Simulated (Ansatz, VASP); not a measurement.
**Two plane-wave programs on Si**

```
Si
1.0
     2.68747    2.68747    0.00000
    -2.68747    2.68747    0.00000
     0.00000    2.68747    2.71161
Si
2
Cartesian
  -1.3437 4.0312 1.3558
  0.0000 0.0000 0.0000
```

Change from the starting cell: in-plane strain -0.005, out-of-plane length and atoms relaxed by PAW.

Alike in both runs: functional LDA; k mesh 8 × 8 × 8; no spin polarisation.

Ansatz relaxed the structure, and its values are those at the end. VASP's run is a single point on that final structure, the one shown.

```csv
,VASP,Ansatz
version,VASP 6.6.1,Ansatz 0.2.0
potentials or method,"VASP PAW LDA potentials, release 64 (Si)","PAW with Ansatz's default frozen-core files, scalar-relativistic"
plane-wave cutoff (eV),520,420
occupations,"gaussian, width 0.01 eV",fixed
valence electrons in the cell,8,8
```

Ansatz gave:

| Property | Result |
| --- | --- |
| pressure (GPa) | 0.6 |

Task: Which values does VASP return?

Result: Pressure (GPa): 0.7.
